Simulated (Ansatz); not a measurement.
## A change and its effect: TePb (Fm-3m)

```
Te Pb
1.0
     0.00000    3.22133    3.22133
     3.22133    0.00000    3.22133
     3.22133    3.22133    0.00000
Te Pb
1 1
Direct
  0.50000 0.50000 0.50000
  0.00000 0.00000 0.00000
```

The conventional cell has a = 6.443 Å, b = 6.443 Å, c = 6.443 Å, α = 90.00°, β = 90.00°, γ = 90.00°. Te (atom 1) is surrounded by 6 Pb at 3.22 Å. Pb (atom 2) has 6 Te at 3.22 Å as nearest neighbours.

Computed, not measured; unless marked otherwise by PBEsol, PAW on Ansatz 0.2.0's default frozen-core files (fitted under PBE), scalar-relativistic. k mesh 6×6×6, fine mesh 10×10×10, fixed occupations, cutoff 420 eV. The cell was relaxed by PAW under this functional.

With these settings the run gives a gap of 0.645 eV on the fine mesh, ε∞,xx = 31.68 without local fields.

Question: The run is repeated in the same cell with hamiltonian.xc from pbesol to revpbe. What moves, and by how much?

Answer: gap: +0.111 eV; ε∞,xx: -8.99 %. The cell isn't relaxed anew, and its pressure at the new settings is 3.7 GPa; in its own relaxed cell the change can differ in size and sign.

Keep in mind: frozen-core PAW files fitted under PBE, their cores solved anew for the functional of the run; no spin-orbit coupling on heavy atoms; two errors of opposite sign act on the gap: semilocal levels put it low, and leaving out spin-orbit coupling puts it high by tenths of an eV.
